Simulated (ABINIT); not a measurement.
# CoO (R3m) in ABINIT: optical spectrum with LDA

Aim: the optical spectrum of CoO with LDA.

Program: ABINIT 10.8.3 (patched build). These are calculated values, not measurements. Logs are shortened: lines on timing, memory, paths and dates and some standing lists are left out, and cuts for length are marked. The log counts tension as positive stress, the text compression.

## Step 1: The structure

The structure is trigonal, space group R3m (No. 160). Conventional cell: a = 3.204 Å, b = 3.204 Å, c = 7.699 Å, α = 90.00°, β = 90.00°, γ = 120.00°. Around Co (site symmetry 3m) lie 4 O at 1.91 to 1.96 Å. Around O (site symmetry 3m) lie 4 Co at 1.91 to 1.96 Å.

Measurements of this composition are mostly on another form, of space group No. 225.

## Step 2: Optical spectrum, LDA, collinear spin, ferromagnetic start

The input, run.abi:

```
# Datasets
ndtset 3

# Pseudopotentials
pp_dirpath "./"
pseudos "Co.upf, O.upf"

# Structure
acell 5.9787016615 5.9787016615 5.9787016614
rprim
     0.5064237796     0.2923839055     0.8112007195
    -0.5064237796     0.2923839055     0.8112007195
     0.0000000000    -0.5847678109     0.8112007195
ntypat 2
znucl 27 8
natom 2
typat 1 2
xred
   0.9989783200   0.9989783200   0.9989783200
   0.7510210300   0.7510210300   0.7510210300

# Plane-wave basis
ecut 1251.723767 eV

# k points
ngkpt 12 12 12
nshiftk 1
shiftk 0.0 0.0 0.0
istwfk *1

# Exchange and correlation
ixc 7

# Bands and occupations
occopt 3
tsmear 0.00183747

# Spin
nsppol 2
spinat
     0.0000000000     0.0000000000     2.0000000000
     0.0000000000     0.0000000000     0.0000000000

# SCF cycle
nstep 80

# Output
iomode 3
prteig 0
prtebands 0

# Dataset 1: ground state
nband1 16
tolvrs1 1.0e-12
prtden1 1
prtwf1 0
kptopt1 1

# Dataset 2: empty bands at fixed density
iscf2 -3
getden2 1
nband2 28
nbdbuf2 4
tolwfr2 1.0e-12
nstep2 120
prtden2 0
kptopt2 1

# Dataset 3: wave functions and velocity matrix elements in the full zone
optdriver3 8
wfk_task3 "wfk_optics_fullbz"
getwfk3 2
nband3 24
kptopt3 1
prtevk3 1
inclvkb3 2
```

The input, optic.abi:

```
&FILES
 ddkfile_1 = 'runo_DS3_1_EVK.nc',
 ddkfile_2 = 'runo_DS3_2_EVK.nc',
 ddkfile_3 = 'runo_DS3_3_EVK.nc',
 wfkfile = 'runo_DS3_WFK.nc'
/
&PARAMETERS
 broadening = 0.001837,
 domega = 0.002,
 maxomega = 0.8,
 scissor = 0.000000,
 tolerance = 0.002
/
&COMPUTATIONS
 num_lin_comp = 2,
 lin_comp = 11,33,
 num_nonlin_comp = 0
/
```

Potentials or basis: PseudoDojo NC SR LDA v0.4.1 standard.

The run is started by

```bash
$ mpirun --bind-to none -np 4 abinit run.abi > log 2>&1
$ optic optic.abi > optic.log 2>&1
```

run.abo:

```text
.Version 10.8.3 of ABINIT
 DATASET    1 : space group R3 m (#160); Bravais hR (rhombohedral)
================================================================================
 Values of the parameters that define the memory need for DATASET  1.
     intxc =       0    ionmov =       0      iscf =       7    lmnmax =       6
     lnmax =       6     mgfft =      40  mpssoang =       3    mqgrid =    3001
     natom =       2  nloc_mem =       1    nspden =       2   nspinor =       1
    nsppol =       2      nsym =       6    n1xccc =    2501    ntypat =       2
    occopt =       3   xclevel =       1
       mpw =        2318          nfft =       64000          nkpt =         189
================================================================================
================================================================================
[... 13 lines left out ...]
 DATASET    3 : space group R3 m (#160); Bravais hR (rhombohedral)
================================================================================
 Values of the parameters that define the memory need for DATASET  3.
     intxc =       0    ionmov =       0      iscf =       7    lmnmax =       6
     lnmax =       6     mgfft =      40  mpssoang =       3    mqgrid =    3001
     natom =       2  nloc_mem =       1    nspden =       2   nspinor =       1
    nsppol =       2      nsym =       6    n1xccc =    2501    ntypat =       2
    occopt =       3   xclevel =       1
       mpw =        2318          nfft =       64000          nkpt =         189
================================================================================
================================================================================

--------------------------------------------------------------------------------
------------- Echo of variables that govern the present computation ------------
--------------------------------------------------------------------------------
 -outvars: echo values of preprocessed input variables --------
            acell      5.9787016615E+00  5.9787016615E+00  5.9787016614E+00 Bohr
              amu      5.89332000E+01  1.59994000E+01
             ecut      4.60000000E+01 Hartree
           getden1          0
           getden2          1
           getden3          0
           getwfk1          0
           getwfk2          0
           getwfk3          2
             iscf1          7
             iscf2         -3
             iscf3          7
                       outvar_i_n : Printing only first  50 k-points.
              ixc           7
           jdtset        1    2    3
                       outvar_i_n : Printing only first  50 k-points.
         kptrlatt       12    0    0      0   12    0      0    0   12
          kptrlen      7.17444199E+01
            natom           2
            nband1         16
            nband2         28
            nband3         24
           nbdbuf1          0
           nbdbuf2          4
           nbdbuf3          0
           ndtset           3
            ngfft          40      40      40
             nkpt         189
           nspden           2
           nsppol           2
            nstep1         80
            nstep2        120
            nstep3         80
             nsym           6
           ntypat           2
                       prtocc : prtvol=0, do not print more k-points.
                       1.000000  1.000000  1.000000  1.000000  1.000000  1.000000
                       1.000000  1.000000  1.000000  1.000000  1.000000  1.000000
                       0.000000  0.000000  0.000000  0.000000
                       1.000000  1.000000  1.000000  1.000000  1.000000  1.000000
                       1.000000  1.000000  1.000000  1.000000  1.000000  1.000000
                       0.000000  0.000000  0.000000  0.000000
                       1.000000  1.000000  1.000000  1.000000  1.000000  1.000000
                       1.000000  1.000000  1.000000  1.000000  1.000000  1.000000
                       0.000000  0.000000  0.000000  0.000000
                       1.000000  1.000000  1.000000  1.000000  1.000000  1.000000
                       1.000000  1.000000  1.000000  1.000000  1.000000  1.000000
                       0.000000  0.000000  0.000000  0.000000
                       1.000000  1.000000  1.000000  1.000000  1.000000  1.000000
                       1.000000  1.000000  1.000000  1.000000  1.000000  1.000000
                       0.000000  0.000000  0.000000  0.000000
[... 910 lines left out ...]
- [  7.5102E-01,   7.5102E-01,   7.5102E-01,  O]
cartesian_forces: null
force_length_stats: {min: null, max: null, mean: null, }
...

 Integrated electronic and magnetization densities in atomic spheres:
 ------------------------------------------------------------------------------------------------------------
 Radius=ratsph(iatom), smearing ratsm=  0.0000. Diff(up-dn)=approximate z local magnetic moment.
    Atom    Radius    up_density   dn_density  Total(up+dn)  Diff(up-dn)
    1 Co   2.00000     8.681308     6.445253     15.126562     2.236055
    2  O   2.00000     3.276062     2.946343      6.222405     0.329720
 ------------------------------------------------------------------------------------------------------------
  Sum:                11.957371     9.391596     21.348967     2.565775
 Total magnetization (from the atomic spheres):                2.565775
 Total magnetization (exact up - dn):                          2.634115

================================================================================

 ----iterations are completed or convergence reached----

 Mean square residual over all n,k,spin=   41.634E-14; max=  99.958E-14
 reduced coordinates (array xred) for    2 atoms
       0.998978320000      0.998978320000      0.998978320000
       0.751021030000      0.751021030000      0.751021030000

 cartesian coordinates (angstrom) at end:
    1      0.00000000000000     0.00000000034697     7.69154632969065
    2     -0.00000000000000     0.00000000026085     5.78242083053113
 length scales=  5.978701661500  5.978701661500  5.978701661400 bohr
              =  3.163792667907  3.163792667907  3.163792667854 angstroms
 Eigenvalues (hartree) for nkpt= 189  k points, SPIN UP:
 kpt#   1, nband= 28, wtk=  0.00058, kpt=  0.0000  0.0000  0.0000 (reduced coord)
  -3.27396   -1.94216   -1.94123   -1.94123   -0.49292    0.00597    0.00820    0.00820
   0.15194    0.15194    0.24039    0.24807    0.24807    0.25344    0.74325    0.74325
   0.76471    0.96929    0.96929    0.97123    0.98614    1.06321    1.06321    1.18128
   1.40370    1.40370    1.42744    1.89595
      occupation numbers for kpt#   1
   1.00000    1.00000    1.00000    1.00000    1.00000    1.00000    1.00000    1.00000
   1.00000    1.00000    0.03297    0.00052    0.00052    0.00003    0.00000    0.00000
   0.00000    0.00000    0.00000    0.00000    0.00000    0.00000    0.00000    0.00000
   0.00000    0.00000    0.00000    0.00000
 prteigrs : prtvol=0 or 1, do not print more k-points.

 Eigenvalues (hartree) for nkpt= 189  k points, SPIN DOWN:
 kpt#   1, nband= 28, wtk=  0.00058, kpt=  0.0000  0.0000  0.0000 (reduced coord)
  -3.19503   -1.85976   -1.85853   -1.85853   -0.47339    0.04450    0.04722    0.04722
   0.22000    0.22000    0.25580    0.31810    0.31810    0.32179    0.75861    0.75861
   0.78000    0.97956    0.98718    0.98718    1.00032    1.08240    1.08240    1.20008
   1.42392    1.42392    1.44739    1.91258
      occupation numbers for kpt#   1
   1.00000    1.00000    1.00000    1.00000    1.00000    1.00000    1.00000    1.00000
   0.99955    0.99955    0.00001    0.00000    0.00000    0.00000    0.00000    0.00000
   0.00000    0.00000    0.00000    0.00000    0.00000    0.00000    0.00000    0.00000
   0.00000    0.00000    0.00000    0.00000
 prteigrs : prtvol=0 or 1, do not print more k-points.

--- !EnergyTerms
iteration_state     : {dtset: 2, }
comment             : Components of total free energy in Hartree
kinetic             :  7.89409989178804E+01
hartree             :  5.22691531439047E+01
xc                  : -3.18518058946241E+01
Ewald energy        : -9.71543643738545E+01
psp_core            :  3.76294195045205E+00
local_psp           : -1.53226891605926E+02
non_local_psp       : -2.20394509448251E+01
internal            : -1.69299418806992E+02
'-kT*entropy'       : -9.22271051470767E-04
total_energy        : -1.69300341078044E+02
...

--- !EnergyTermsDC
iteration_state     : {dtset: 2, }
comment             : '"Double-counting" decomposition of free energy'
band_energy         : -1.73423070853482E+01
Ewald energy        : -9.71543643738545E+01
psp_core            :  3.76294195045205E+00
xc_dc               : -5.85656894920328E+01
internal            : -1.69299419000783E+02
'-kT*entropy'       : -9.22271051470767E-04
total_energy_dc     : -1.69300341271835E+02
...

================================================================================
== DATASET  3 ==================================================================

--- !DatasetInfo
iteration_state: {dtset: 3, }
dimensions: {natom: 2, nkpt: 189, mband: 24, nsppol: 2, nspinor: 1, nspden: 2, mpw: 2318, }
cutoff_energies: {ecut:  46.0, pawecutdg:  -1.0, }
electrons: {nelect:   2.30000000E+01, charge:   0.00000000E+00, occopt:   3.00000000E+00, tsmear:   1.83747000E-03, }
meta: {optdriver: 8, wfk_task: 7, }
...

 mkfilename : getwfk/=0, take file _WFK from output of DATASET   2.

 Exchange-correlation functional for the present dataset will be:
  LDA: Perdew-Wang 92 LSD fit to Ceperley-Alder data - ixc=7
  J.P.Perdew and Y.Wang, PRB 45, 13244 (1992)

--------------------------------------------------------------------------------

 Computation of velocity matrix elements (DDK)

 Parameters extracted from the Abinit header:
    ecut:     46.0
    nkpt:    1728
    mband:   28
    nsppol:  2
    nspinor: 1
    useylm:  0
    inclvkb: 2
    bmin: 1, bmax: 28
    Computing diagonal and off-diagonal matrix elements
    Between band index bmin: 1, bmax: 28

== END DATASET(S) ==============================================================
================================================================================

 -outvars: echo values of variables after computation  --------
            acell      5.9787016615E+00  5.9787016615E+00  5.9787016614E+00 Bohr
           etotal1    -1.6930034127E+02
           etotal2    -1.6930034127E+02
           etotal3     0.0000000000E+00
            fcart1    -4.2864793596E-19 -5.7908971221E-14  3.7437234912E-03
                       4.2864793596E-19  5.7908971221E-14 -3.7437234912E-03
            fcart3     0.0000000000E+00  0.0000000000E+00  0.0000000000E+00
                       0.0000000000E+00  0.0000000000E+00  0.0000000000E+00
            rprim      5.0642377960E-01  2.9238390550E-01  8.1120071950E-01
                      -5.0642377960E-01  2.9238390550E-01  8.1120071950E-01
                       0.0000000000E+00 -5.8476781090E-01  8.1120071950E-01
           strten1     6.0505210703E-04  6.0505210920E-04  4.5732613268E-04
                      -1.5144251439E-12  0.0000000000E+00  0.0000000000E+00
           strten3     0.0000000000E+00  0.0000000000E+00  0.0000000000E+00
                       0.0000000000E+00  0.0000000000E+00  0.0000000000E+00
           xangst      5.1791118893E-17  3.4696911535E-10  7.6915463297E+00
                      -1.4204055758E-18  2.6084720466E-10  5.7824208305E+00
             xred      9.9897832000E-01  9.9897832000E-01  9.9897832000E-01
                       7.5102103000E-01  7.5102103000E-01  7.5102103000E-01
 Calculation completed.
```

Run time: 6.5 min. Hardware: 4 MPI ranks of Arm Neoverse V1, shared host; peak memory 5.7 GiB.

What came out:

```
Free energy            : -4606.8970 eV
Pressure               : -16.4 GPa
Largest force          : 0.193 eV/Å
Band gap on the k mesh : none (metal or under the smearing width)
Net moment             : 2.63 μB per cell
Site moments           : Co +2.24; O +0.33 μB
```

Forces in eV/Å, atoms in the order of the input:
```
Co   0.000  0.000  0.193
O    0.000  0.000 -0.193
```

Stress tensor (GPa, compression positive):
```
-17.80   0.00   0.00
  0.00 -17.80   0.00
  0.00   0.00 -13.46
```

Dielectric function (mean over the directions given):
```csv
energy (eV),real part,imaginary part
0.33,20.32,86.23
0.98,3.16,26.39
1.63,-5.09,14.91
2.29,-4.81,5.72
2.94,-2.09,0.68
3.70,1.31,0.58
4.35,2.98,0.62
5.01,4.07,1.49
5.66,4.39,3.32
6.31,0.96,6.42
7.08,0.29,2.95
7.73,0.34,2.20
8.38,1.46,1.56
9.03,2.28,2.12
9.69,2.16,1.52
10.45,1.63,1.41
11.10,1.82,3.03
11.76,0.96,2.98
12.41,0.89,2.35
13.06,1.16,1.75
13.82,1.43,2.02
14.48,0.39,2.89
15.13,0.50,1.81
15.78,0.61,2.05
16.44,-0.22,1.77
17.20,-0.24,1.22
17.85,0.07,0.87
18.50,0.47,1.12
19.16,0.34,1.38
19.92,-0.12,0.82
```

Caveat: the intraband (Drude) term is left out; spectra need much finer meshes, so this one isn't converged; independent-particle spectra lack excitons; so large a pressure means that the cell lies far from this level's equilibrium, or that cutoff or potentials fall short; a cell with one magnetic atom can't hold antiferromagnetic order, which such compounds often take; semilocal functionals often make such compounds metallic where correlation or magnetic order opens a gap, which also shifts bond lengths.
